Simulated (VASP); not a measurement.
# TaC (Fm-3m) in VASP: a series of runs, part 2 of 2

VASP 6.6.1.

### 4 Relaxation of cell and atoms, LDA, target pressure 19.7 GPa, at which the enthalpy is minimised

This run uses another cell than the first one, of 10.28 Å³/atom, 0.966 times its volume.

Contents of INCAR:

```
ALGO     = Normal         # electronic algorithm
EDIFF    = 1E-7           # SCF threshold, eV
EDIFFG   = -0.005         # ionic threshold
ENCUT    = 600            # plane-wave cutoff, eV
GGA      = CA             # functional
IBRION   = 2              # ionic algorithm
ISIF     = 3              # what is computed and relaxed
ISMEAR   = 1              # smearing method
LASPH    = True           # aspherical terms in the spheres
LCHARG   = False          # write CHGCAR
LREAL    = False          # projectors in reciprocal space
LWAVE    = False          # write WAVECAR
NELM     = 80             # most SCF steps
NSW      = 90             # ionic steps
PREC     = Accurate       # precision mode
PSTRESS  = 197.0        
SIGMA    = 0.1            # smearing width, eV
```

Contents of KPOINTS:

```
k-points
0
Gamma
  14 14 14
```

Contents of POSCAR:

```
TaC                                     
1.0
    0.0000000000      2.1740430084      2.1740430084
    2.1740430084     -0.0000000000      2.1740430084
    2.1740430084      2.1740430084      0.0000000000
  Ta              C             
     1     1
Direct
     0.0000000000000000    0.0000000000000000    0.0000000000000000
     0.5000000000000000    0.5000000000000000    0.5000000000000000
```

On the command line:

```bash
> cat potpaw_LDA.64/Ta_pv/POTCAR potpaw_LDA.64/C/POTCAR > POTCAR
> mpirun -np 1 vasp_std > vasp.out
```

Wall time 24 s (1 thread of Intel Xeon 6975P-C (Granite Rapids), shared host); peak memory 0.17 GiB.

The run converged. Its results:

- Free energy: -24.2238 eV
- Relaxed volume: 10.28 Å³/atom
- Relaxed cell: a = 3.075 Å, b = 3.075 Å, c = 3.075 Å, α = 60.00°, β = 60.00°, γ = 60.00°
- Space group after relaxing (to 0.05 Å): Fm-3m (No. 225)
- Energy change on relaxing (the enthalpy is what falls): -0.4 meV/atom
- Ionic steps: 3
- Pressure after relaxing: 19.7 GPa
- Band gap on the k mesh: none (metal or under the smearing width)

The path:
```csv
step,energy change (eV),largest force (eV/Å),pressure (GPa),volume (Å³)
1,0.0000,0.0000,19.82,20.55
2,-0.0028,0.0000,19.33,20.57
3,-0.0007,0.0000,19.69,20.56
```

Final structure:
```
CELL_PARAMETERS angstrom
0.00000 2.17425 2.17425
2.17425 0.00000 2.17425
2.17425 2.17425 0.00000
ATOMIC_POSITIONS crystal
Ta 0.00000 0.00000 0.00000
C 0.50000 0.50000 0.50000
```

Levels at points of the mesh, in eV from the Fermi level:
```
           k point  band 6  band 7  band 8  band 9  band 10  band 11
(0.00, 0.00, 0.00)   -1.60   -1.60   -0.58   -0.58    -0.58     0.62
(0.50, 0.00, 0.00)   -5.98   -5.98    2.90    2.90     4.00     5.68
(0.50, 0.50, 0.00)   -4.60   -1.80   -1.80    2.80     4.44     4.44
```

Caveat: the cell is relaxed towards a set pressure, so the enthalpy falls and the energy may rise. Spin-orbit coupling is left out, which matters for the levels of Ta.

### 5 Relaxation of cell and atoms, PBE

This run uses another cell than the first one, of 10.99 Å³/atom, 1.033 times its volume.

Contents of INCAR:

```
PREC = Accurate
ENCUT = 300
EDIFF = 1E-6
ISMEAR = 1
SIGMA = 0.1
LREAL = F
LASPH = T
NELM = 80
ALGO = Normal
ISIF = 3
LWAVE = F
LCHARG = F
GGA = PE
IBRION = 2
NSW = 90
EDIFFG = -0.01
```

Contents of KPOINTS:

```
regular mesh
0
Gamma
  7 7 7
```

Contents of POSCAR:

```
TaC
1.0
    0.0000000000      2.2230000000      2.2230000000
    2.2230000000      0.0000000000      2.2230000000
    2.2230000000      2.2230000000      0.0000000000
Ta C
1 1
Direct
    0.0000000000      0.0000000000      0.0000000000
    0.5000000000      0.5000000000      0.5000000000
```

Potentials or basis: VASP PAW PBE potentials, release 64 (Ta_pv, C_s).

On the command line:

```bash
> cat potpaw_PBE.64/Ta_pv/POTCAR potpaw_PBE.64/C_s/POTCAR > POTCAR
> mpirun -np 1 vasp_std > vasp.out
```

OUTCAR:

```text
PREC = Accurate
   ENCUT = 300
   EDIFF = 1E-6
   ISMEAR = 1
   LREAL = F
   LASPH = T
   NELM = 80
   ISIF = 3
   GGA = PE
   IBRION = 2
   NSW = 90
   EDIFFG = -0.01

 ion  position               nearest neighbor table
   1  0.000  0.000  0.000-   2 2.22   2 2.22   2 2.22   2 2.22   2 2.22   2 2.22
   2  0.500  0.500  0.500-   1 2.22   1 2.22   1 2.22   1 2.22   1 2.22   1 2.22

  LATTYP: Found a face centered cubic cell.
 ALAT       =     4.4460000000

  Lattice vectors:

 A1 = (   0.0000000000,   2.2230000000,   2.2230000000)
 A2 = (   2.2230000000,   0.0000000000,   2.2230000000)
 A3 = (   2.2230000000,   2.2230000000,   0.0000000000)

Analysis of symmetry for initial positions (statically):
=====================================================================
[... 178 lines left out ...]
  Total        0.8724633      0.8724633      0.8724633     -0.0000000     -0.0000000      0.0000000
  in kB       63.6222975     63.6222975     63.6222975     -0.0000000     -0.0000000      0.0000000
  external PRESSURE =      63.6222975 kB  Pullay stress =       0.0000000 kB
[... 59 lines left out ...]
--------------------------------------- Ionic step        3  -------------------------------------------

 number of electron      15.0000002 magnetization

 Free energy of the ion-electron system (eV)
  ---------------------------------------------------
  ext. energy  EPLUGINS =         0.00000000
  ---------------------------------------------------
  free energy    TOTEN  =       -22.19830218 eV

  energy without entropy =      -22.19642768  energy(sigma->0) =      -22.19767735

 E-fermi :   8.5985     XC(G=0): -13.1315

 val. band max:        8.5860329356   @ k =  -0.4286   0.2857   0.0000
 cond. band min:       8.8839205036   @ k =   0.4286   0.1429   0.0000
 fundamental gap:      0.2978875681
 Fermi energy:         8.5984718515

 k-point     1 :       0.0000    0.0000    0.0000
  band No.  band energies     occupation
      1     -26.4663      2.00000
      2     -26.4663      2.00000
      3     -26.4663      2.00000
      4      -6.0816      2.00000
      5       7.3378      2.00000
      6       7.3378      2.00000
      7       7.3378      2.00000
      8       8.1803      2.00000
      9       8.1803      2.00000
     10       8.1803      2.00000
     11       9.2915     -0.00000
[... 293 lines left out ...]
  FREE ENERGIE OF THE ION-ELECTRON SYSTEM (eV)
  ---------------------------------------------------
  free  energy   TOTEN  =       -22.1983021846 eV

  energy  without entropy=      -22.1964276796  energy(sigma->0) =      -22.19767735

 reached required accuracy - stopping structural energy minimisation
```

It took 6.6 s on 1 thread of Intel Xeon Platinum 8488C (Sapphire Rapids), shared host; peak memory 0.11 GiB.

These settings aren't checked as converged: the numbers below hold their error.

Results:

```
Free energy                            : -22.1983 eV
Relaxed volume                         : 11.19 Å³/atom
Relaxed cell                           : a = 3.163 Å, b = 3.163 Å, c = 3.163 Å, α = 60.00°, β = 60.00°, γ = 60.00°
Space group after relaxing (to 0.05 Å) : Fm-3m (No. 225)
Energy gained by relaxing              : 4.0 meV/atom
Ionic steps                            : 3
Band gap on the k mesh                 : none (metal or under the smearing width)
```

Caveat: the cutoff is under 1.25 times the usual one of these potentials, so pressure, stress and relaxed cells hold a basis-set (Pulay) error.
